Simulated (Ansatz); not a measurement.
# Cs: strong compression

The task here is to estimate one member of a computed series from the others.

Method: DFT PBE, with the methods named in each step, in Ansatz 0.2.0.

### The starting structure

It takes space group P6/mmm (No. 191, hexagonal). Conventional cell: a = 8.832 Å, b = 8.832 Å, c = 5.253 Å, α = 90.00°, β = 90.00°, γ = 120.00°.

Structure file:

```
Cs
1.0
     8.83216    0.00000    0.00000
    -4.41608    7.64887    0.00000
     0.00000    0.00000    5.25286
Cs
3
Direct
  0.00000 0.00000 0.00000
  0.33333 0.66667 0.50000
  0.66667 0.33333 0.50000
```

Whether this phase is the stable one at these pressures isn't tested.

Atoms are numbered in the order of the input: Cs1, Cs2, Cs3.

Set-up of the first run:

File input.yaml:

```yaml
crystal:
  lattice:
    - [8.8321593376, 0.0, 0.0]
    - [-4.4160796688, 7.6488743567, 0.0]
    - [0.0, 0.0, 5.2528610179]
  atoms:
    - { symbol: Cs, position: [0.0, 0.0, 0.0] }
    - { symbol: Cs, position: [0.3333333333, 0.6666666667, 0.5] }
    - { symbol: Cs, position: [0.6666666667, 0.3333333333, 0.5] }
kpoints:
  mp_grid: { grid: [4, 4, 6] }
  band_path:
    path:
      - [0.0, 0.0, 0.0]
      - [0.5, 0.0, 0.0]
      - [0.3333333333, 0.3333333333, 0.0]
      - [0.0, 0.0, 0.0]
      - [0.0, 0.0, 0.5]
      - [0.5, 0.0, 0.5]
      - [0.3333333333, 0.3333333333, 0.5]
      - [0.0, 0.0, 0.5]
      - [0.5, 0.0, 0.5]
    npoints: 14
scf:
  occupations: { method: fermi_dirac, width: 0.08 }
hamiltonian:
  xc: pbe
  pseudopotentials: { kind: all_electron, lapw: { basis_error: 0.001 } }
output:
  forces: true
  stress: true
  eigenvalues: true
  populations: true
  dos: { projected: true, de: 0.2, e_range: [-14, 8] }
```

Command:

```bash
$ ansatz run input.yaml --threads 1 --pin off --max-ram 3072MiB --backend cpu --events-out ev --progress --plain --runs-dir out
```

Steps of the session up to this table: The reference volume, LAPW; Volume scaled by 1, crystal datasets; Volume scaled by 1, norm-conserving; Volume scaled by 0.9, LAPW; Volume scaled by 0.9, crystal datasets; Volume scaled by 0.6, LAPW; Volume scaled by 0.6, norm-conserving; Volume scaled by 0.5, LAPW; Volume scaled by 0.5, norm-conserving; Volume scaled by 0.4, LAPW; Volume scaled by 0.4, crystal datasets; Volume scaled by 0.4, norm-conserving.

One table of the session follows, with a row left open; its other results are not shown here.

 The rows PAW, 0.4 and PAW (partial_waves polarizable), 0.4 agree to the last digit and may rest on the same set-up.

```
                         method  volume over the first  volume (Å³/atom)  pressure (GPa)
                           LAPW                      1           118.288            0.00
                           LAPW                    0.9           106.459            0.23
                           LAPW                    0.6            70.973            2.08
                           LAPW                    0.5            59.144            3.51
                           LAPW                    0.4            47.315            5.50
                            PAW                      1           118.288            0.00
                            PAW                    0.9           106.459            0.23
                            PAW                    0.6            70.973            2.08
                            PAW                    0.5            59.144            3.51
                            PAW                    0.4            47.315            5.49
PAW (partial_waves polarizable)                    0.4            47.315            5.49
               crystal datasets                      1           118.288            0.00
               crystal datasets                    0.9           106.459            0.23
               crystal datasets                    0.4            47.315            5.49
                norm-conserving                      1           118.288            0.00
                norm-conserving                    0.6            70.973            2.08
                norm-conserving                    0.5            59.144            3.52
                norm-conserving                    0.4                 ?               ?
```

Q: Estimate the row for norm-conserving, 0.4 from the others.

**Answer.** volume (Å³/atom): 47.315; pressure (GPa): 5.51.

To keep in mind: Warnings in the runs' records: crystal datasets made.
